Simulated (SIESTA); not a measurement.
Crystal: FeO.

```
CELL_PARAMETERS angstrom
3.15463 0.00000 0.00000
-0.05170 5.34940 0.00000
-1.50344 -0.95623 5.04773
ATOMIC_POSITIONS crystal
Fe 0.24961 0.75090 0.49978
Fe 0.00268 0.99984 0.00130
Fe 0.75123 0.25075 0.49962
Fe 0.49578 0.50063 0.99901
O 0.62677 0.85527 0.25230
O 0.11163 0.35592 0.25050
O 0.39003 0.14308 0.74941
O 0.87226 0.64361 0.74808
```

The cell is a database's computed one.

| Quantity | Value |
| --- | --- |
| Program | SIESTA 5.4.2 |
| Task | single point |
| Functional | PBEsol |
| Potentials or basis | PseudoDojo 0.4 standard (PBEsol files) |
| Basis | DZP (energy shift 0.003 Ry; two zetas on semicore shells) |
| Grid cutoff | 800 Ry |
| Energy shift | 0.003 Ry |
| k mesh | 9 × 5 × 5 |
| Occupations | fermi-dirac, width 0.05 eV |
| Spin | collinear spin, ferromagnetic start |
| Starting moments | [3.0, 3.0, 3.0, 3.0, 0.0, 0.0, 0.0, 0.0] μB |

On this cell: pressure -16.1 GPa; largest force 0.334 eV/Å; net moment 16.01 μB per cell; site moments Fe +3.70, +3.69; O +0.31 μB; band gap on the k mesh none (metal or under the smearing width).

The same run follows on a disturbed copy (atoms moved at random, drawn with an rms of 0.05 Å):

```
CELL_PARAMETERS angstrom
3.15463 0.00000 0.00000
-0.05170 5.34940 0.00000
-1.50344 -0.95623 5.04773
ATOMIC_POSITIONS crystal
Fe 0.25629 0.75965 0.49812
Fe 0.00305 0.00245 0.00211
Fe 0.75038 0.25147 0.48339
Fe 0.49412 0.50050 0.99809
O 0.62114 0.86128 0.25032
O 0.11891 0.35447 0.25409
O 0.37885 0.12957 0.73870
O 0.87085 0.64052 0.75629
```

What does the disturbed cell give?

The energy (extrapolated to zero smearing) moves by +2.7 meV/atom; pressure -15.9 GPa; largest force 0.660 eV/Å; net moment 16.01 μB per cell; site moments Fe +3.70, +3.69; O +0.32, +0.31, +0.30 μB; band gap on the k mesh none (metal or under the smearing width).

Forces on the atoms (eV/Å):
```
Fe  -0.122 -0.157  0.107
Fe   0.049 -0.063 -0.216
Fe  -0.184 -0.120  0.421
Fe  -0.045 -0.132 -0.163
O    0.084  0.080 -0.062
O    0.195  0.599 -0.196
O   -0.049  0.093  0.274
O    0.071 -0.301 -0.167
```

Stress tensor (GPa, compression positive):
```
-16.90   0.57  -0.79
  0.57 -15.36   0.51
 -0.79   0.51 -15.52
```

Caveats: short orbitals over semicore shells can move pressures by several GPa; the basis of atomic orbitals isn't converged, which shifts pressures, moduli and gaps; semilocal functionals often make such compounds metallic where correlation or magnetic order opens a gap, which also shifts bond lengths; only a ferromagnetic start was run, and an antiferromagnetic order may lie lower in energy; so large a pressure means that the cell lies far from this level's equilibrium, or that cutoff or potentials fall short (some runs).
